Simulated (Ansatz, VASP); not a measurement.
## Two plane-wave programs on TiTe2

```
Ti Te
1.0
     3.68262    0.00000    0.00000
    -1.84131    3.18924    0.00000
     0.00000    0.00000    6.29732
Ti Te
1 2
Direct
  0.00000 0.00000 0.00000
  0.33333 0.66667 0.27430
  0.66667 0.33333 0.72570
```

Alike in both runs: functional PBE; dispersion D3(BJ); k mesh 8 × 8 × 4; occupations gaussian, width 0.05 eV; no spin polarisation.

Ansatz relaxed the structure, and its values are those at the end. VASP's run is a single point on that final structure, the one shown.

|  | VASP | Ansatz |
| --- | --- | --- |
| version | VASP 6.6.1 | Ansatz 0.2.0 |
| potentials or method | VASP PAW PBE potentials, release 64 (Ti_sv, Te) | scalar-relativistic, plane waves, PAW |
| plane-wave cutoff (eV) | 520 | 420 |
| valence electrons in the cell | 24 | 44 |

Ansatz gave:

```
gap on the k mesh at the Fermi level (eV) : none
pressure (GPa)                            : 0.9
rms of the force components (eV/Å)        : 0.000
dispersion energy (meV/atom)              : -534.1
```

Estimate VASP's values.

gap on the k mesh at the Fermi level (eV): none; pressure (GPa): 0.8; rms of the force components (eV/Å): 0.005; dispersion energy (meV/atom): -533.9.

A gap of «none» marks a metal or a gap that the smearing closes. The two sets of potentials don't hold the same shells in valence.

Caveats: pairwise dispersion overbinds metals, which lowers pressure and volume. The runs have no spin-orbit coupling, so splittings on Te are missing.
